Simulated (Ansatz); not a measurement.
The system is Cu3Au (Auricupride).

```
CELL_PARAMETERS angstrom
3.74000 0.00000 0.00000
0.00000 3.74000 0.00000
0.00000 0.00000 3.74000
ATOMIC_POSITIONS crystal
Au 0.00000 0.00000 0.00000
Cu 0.50000 0.50000 0.00000
Cu 0.50000 0.00000 0.50000
Cu 0.00000 0.50000 0.50000
```

| Property | Result |
| --- | --- |
| Program | Ansatz 0.2.0 |
| Task | relaxation of cell and atoms |
| Functional | BLYP |
| Potentials or basis | Ansatz PAW |
| Cutoff | 420 eV (not typed: the program's choice for these potentials) |
| k mesh | 7 × 7 × 7 |
| Occupations | fermi-dirac, width 0.05 eV |
| Spin | no spin polarisation |

At the start: volume 13.08 Å³/atom.

**Question.** Where does the relaxation end?

**Answer.** It ends after 7 steps and the volume is 14.41 Å³/atom (+10.2 %); space group Pm-3m (No. 221, to 0.05 Å).

Step by step:
| step | energy change (eV) | largest force (eV/Å) | volume (Å³) |
| --- | --- | --- | --- |
| 1 | 0.0000 | 0.0000 | 52.31 |
| 2 | -0.2033 | 0.0000 | 56.53 |
| 3 | -0.2102 | 0.0000 | 57.41 |
| 4 | -0.2104 | 0.0000 | 57.61 |
| 5 | -0.2132 | 0.0000 | 57.61 |
| 6 | -0.2132 | 0.0000 | 57.65 |
| 7 | -0.2132 | 0.0000 | 57.65 |

Final structure:
```cif
data_structure
_symmetry_space_group_name_H-M 'P 1'
_symmetry_Int_Tables_number 1
_cell_length_a 3.8631
_cell_length_b 3.8631
_cell_length_c 3.8631
_cell_angle_alpha 90.000
_cell_angle_beta 90.000
_cell_angle_gamma 90.000
_cell_volume 57.65
loop_
_atom_site_label
_atom_site_type_symbol
_atom_site_fract_x
_atom_site_fract_y
_atom_site_fract_z
_atom_site_occupancy
Au1 Au 0.00000 0.00000 0.00000 1
Cu1 Cu 0.50000 0.50000 0.00000 1
Cu2 Cu 0.50000 0.00000 0.50000 1
Cu3 Cu 0.00000 0.50000 0.50000 1
```

Caveat: the plane-wave basis is chosen anew once the cell has moved, so the energies of steps on either side of that aren't comparable; the volume moved by +10 % from the deposited cell, more than functionals usually miss; the PAW data sets come from PBE, with cores solved anew for the run's functional, which leaves a small shift of forces and pressure.
